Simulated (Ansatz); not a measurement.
# BAs: the cost of one run

Computed with Ansatz 0.2.0 (DFT PBE, scalar-relativistic, plane waves, PAW, unless a step's input says otherwise).

3 further runs of the same task are left out: 3 set aside as unsound or not needed.

**1. Starting point**

It takes space group F-43m (No. 216, cubic). The conventional cell has a = 4.809 Å, b = 4.809 Å, c = 4.809 Å, α = 90.00°, β = 90.00°, γ = 90.00°. B (site symmetry -43m) has 4 As at 2.08 Å as nearest neighbours. Around As (site symmetry -43m) lie 4 B at 2.08 Å.

As a file:

```xyz
2
Lattice="0.0000 2.4046 2.4046 2.4046 0.0000 2.4046 2.4046 2.4046 0.0000" Properties=species:S:1:pos:R:3 pbc="T T T"
B     0.0000    0.0000    0.0000
As    3.6070    3.6070    3.6070
```

It is the result of an earlier relaxation at this level (volume 13.90 Å³/atom; gap on the mesh: 1.20 eV).

**2. Phonons at the zone centre**

The input, input.yaml:

```yaml
crystal:
  lattice:
    - [0.0, 2.4107944232, 2.4107944232]
    - [2.4107944232, 0.0, 2.4107944232]
    - [2.4107944232, 2.4107944232, 0.0]
  atoms:
    - { symbol: B, position: [0.0, 0.0, 0.0] }
    - { symbol: As, position: [0.75, 0.75, 0.75] }
basis:
  ecutwfc: 420
kpoints:
  mp_grid: { grid: [10, 10, 10] }
hamiltonian:
  xc: pbe
scf:
  occupations: { method: fixed }
output:
  eigenvalues: true
phonons:
  method: dfpt
  dielectric: true
  rigid_motions: translations
  eigenvectors: true
```

Command:

```
> ansatz run input.yaml --threads 1 --pin off --max-ram 3072MiB --backend cpu --events-out ev --progress --plain --runs-dir out
```

What time and memory should one allow on 1 thread of Arm Neoverse V1, shared host?

About 58 s, with a peak of 0.55 GiB.
